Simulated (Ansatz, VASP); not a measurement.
## One calculation of V, two programs

Contents of POSCAR:

```
V
1.0
   -1.5243791002      1.5243791002      1.5243791002
    1.5243791002     -1.5243791002      1.5243791002
    1.5243791002      1.5243791002     -1.5243791002
V
1
Direct
    0.0000000000      0.0000000000      0.0000000000
```

The input INCAR.step1:

```
SYSTEM = V
PREC = Accurate
ENCUT = 520
ISMEAR = -1
SIGMA = 0.05
LREAL = .False.
LASPH = .True.
NELM = 150
ISPIN = 2
MAGMOM = 2
LMAXMIX = 4
NBANDS = 16
GGA = PE
ALGO = Normal
EDIFF = 1E-4
LWAVE = .True.
LCHARG = .False.
```

Contents of INCAR.step2:

```
SYSTEM = V
PREC = Accurate
ENCUT = 520
EDIFF = 1E-6
ISMEAR = -1
SIGMA = 0.05
LREAL = .False.
LASPH = .True.
NELM = 150
ALGO = Normal
ISIF = 2
LWAVE = .False.
LCHARG = .False.
ISPIN = 2
MAGMOM = 2
LORBIT = 11
LMAXMIX = 4
METAGGA = R2SCAN
LMIXTAU = .True.
NBANDS = 16
ISTART = 1
```

File KPOINTS:

```
regular mesh
0
Gamma
  12 12 12
  0 0 0
```

Contents of input.yaml:

```yaml
crystal:
  lattice:
    - [-1.5243791002, 1.5243791002, 1.5243791002]
    - [1.5243791002, -1.5243791002, 1.5243791002]
    - [1.5243791002, 1.5243791002, -1.5243791002]
  atoms:
    - { symbol: V, position: [0.0, 0.0, 0.0], spin: 2.0 }
hamiltonian:
  xc: r2scan
  pseudopotentials: { kind: paw }
magnetization:
  spin_polarized: true
kpoints:
  mp_grid: { grid: [12, 12, 12] }
scf:
  occupations: { method: fermi_dirac, width: 0.05 }
output:
  forces: true
  stress: true
  eigenvalues: true
```

Alike in both runs: task single point; functional r2SCAN; k mesh 12 × 12 × 12; occupations fermi-dirac, width 0.05 eV; collinear spin.

|  | VASP | Ansatz |
| --- | --- | --- |
| version | VASP 6.6.1 | Ansatz 0.2.0 |
| potentials or method | VASP PAW PBE potentials, release 64 (V_sv) | Ansatz PAW |
| plane-wave cutoff (eV) | 520 | 500 |
| valence electrons in the cell | 13 | 13 |

|  | VASP | Ansatz | Ansatz less VASP |
| --- | --- | --- | --- |
| gap on the k mesh at the Fermi level (eV) | none | none | - |
| pressure (GPa) | -10.6 | -9.8 | +0.85 |
| net moment per atom (μB) | 0.00 | 0.56 | +0.563 |
| size of the moment on the site where the two differ most (μB) | 0.00 | 0.46 | +0.462 |

The net moments differ so much that the two runs ended in different magnetic states, which moves the other rows too. Site moments also hang on the region over which each program counts them. A gap of «none» marks a metal or a gap that the smearing closes.

Caveats: the PAW data sets were made with another functional, which shifts forces and pressure a little (VASP); the magnetic or orbital state may not be the lowest (Ansatz); the PAW data sets come from PBE, with cores solved anew for the run's functional, which leaves a small shift of forces and pressure (Ansatz).
